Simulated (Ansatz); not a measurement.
## MgO, space group P6_3mc: a calculation of the dielectric tensor and Born charges, step by step

Computed with the Python package of Ansatz (0.2.0).

The script reads `mgo.cif`:
```cif
data_MgO
_cell_length_a 3.307787
_cell_length_b 3.307787
_cell_length_c 4.982882
_cell_angle_alpha 90.00000
_cell_angle_beta 90.00000
_cell_angle_gamma 120.00000
_symmetry_space_group_name_H-M 'P 1'
_symmetry_Int_Tables_number 1
loop_
_symmetry_equiv_pos_as_xyz
'x, y, z'
loop_
_atom_site_label
_atom_site_type_symbol
_atom_site_fract_x
_atom_site_fract_y
_atom_site_fract_z
Mg1 Mg    0.333333    0.666667    0.002160
Mg2 Mg    0.666667    0.333333    0.502160
O3 O    0.333333    0.666667    0.402440
O4 O    0.666667    0.333333    0.902440
```

Typed at the interpreter:
```pycon
>>> import ansatz as az
>>> from ase.io import read
>>> import numpy as np
>>> atoms = read("mgo.cif")
>>> structure = az.Crystal.from_ase(atoms)
>>> structure.resolved().tree()["lattice"]
((3.307787, 0.0, 0.0), (-1.6538934999999992, 2.864627572307917, 0.0), (0.0, 0.0, 4.982882))
>>> # an insulator: whole occupations
>>> model = (
...     structure.calculation()
...     .functional("LDA")
...     .kpoints(12, 12, 4)  # the mesh must be finer for metals
...     .occupations("fixed")
...     .dielectric()
... )
>>> result = model.run(threads=1, backend="cpu")
DeckWarning: the atoms were moved onto the symmetric positions of the space group found under crystal.symmetry.tolerance 1.0e-5 (fractional; no operation is sought that the atoms, as they stand in a round, miss by more than twice it, and no atom is moved by as much as it), and the run uses the moved positions. Before [...]
DeckWarning: basis.ecutwfc = 420 eV, auto-derived from the records' recommended cutoffs: set by Mg (normal level)
>>> response = result.dielectric
>>> eps = np.asarray(response.eps_inf)
>>> print(f"mean eps_inf {np.trace(eps) / 3:.3f}, fraction of exact exchange 1/eps = {3 / np.trace(eps):.3f}")
mean eps_inf 3.043, fraction of exact exchange 1/eps = 0.329
>>> print(np.array2string(eps, precision=3, suppress_small=True))
[[ 3.004 -0.     0.   ]
 [-0.     3.004 -0.   ]
 [ 0.    -0.     3.12 ]]
>>> for index, (site, z) in enumerate(zip(result.lattice.sites, response.zstar_e)):
...     print("Born charge tensor of", site.symbol, index)
...     print(np.round(z, 3) + 0.0)
...
Born charge tensor of Mg 0
[[1.795 0.    0.   ]
 [0.    1.795 0.   ]
 [0.    0.    1.91 ]]
Born charge tensor of Mg 1
[[1.795 0.    0.   ]
 [0.    1.795 0.   ]
 [0.    0.    1.91 ]]
Born charge tensor of O 2
[[-1.795  0.     0.   ]
 [ 0.    -1.795  0.   ]
 [ 0.     0.    -1.91 ]]
Born charge tensor of O 3
[[-1.795  0.     0.   ]
 [ 0.    -1.795  0.   ]
 [ 0.     0.    -1.91 ]]
>>> print(f"charge neutrality missed by {response.zstar_sum_residual_pre_e:.4f} e before the sum rule")
charge neutrality missed by 0.0041 e before the sum rule
```

Under fixed occupations the level called the Fermi level is the highest filled one on the SCF mesh; off the mesh a filled band can lie a little above it. Averages over directions belong to no single polarisation, least of all in layered crystals. Pressure is positive in compression. The structure comes from a database of computed cells and needn't be a stable or known phase. Warnings are shown shortened and without file and line. This is the electronic (clamped-ion) response; a semilocal gap that is too small tends to raise it. The typed mesh is that of the SCF; the response is solved on denser meshes that the run picks. The whole script took 110 s on 1 thread of Arm Neoverse V1, with other jobs on the host, peak memory 0.91 GiB.
